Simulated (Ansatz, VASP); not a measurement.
# One calculation of SiC (Moissanite 3C), two programs

```xyz
2
Lattice="0.0000 1.9154 1.9154 1.9154 0.0000 1.9154 1.9154 1.9154 0.0000" Properties=species:S:1:pos:R:3 pbc="T T T"
Si    0.0000    0.0000    0.0000
C     0.9577    0.9577    0.9577
```

Alike in both runs: task single point; functional r2SCAN; k mesh 10 × 10 × 10; occupations gaussian, width 0.05 eV; no spin polarisation.

|  | VASP | Ansatz |
| --- | --- | --- |
| version | VASP 6.6.1 | Ansatz 0.2.0 |
| potentials or method | VASP PAW PBE potentials, release 64 (Si, C) | scalar-relativistic, plane waves, PAW |
| plane-wave cutoff (eV) | 520 | 500 |
| valence electrons in the cell | 8 | 8 |

```csv
,VASP,Ansatz,Ansatz less VASP
gap on the k mesh at the Fermi level (eV),1.38,1.35,-0.029
least direct gap on the mesh (eV),5.42,5.40,-0.021
```

Caveats: the PAW data sets were made with another functional, which shifts forces and pressure a little (VASP). r2SCAN opens gaps a little over a GGA but as a rule still falls short of measured ones. A k mesh can miss the band edges.
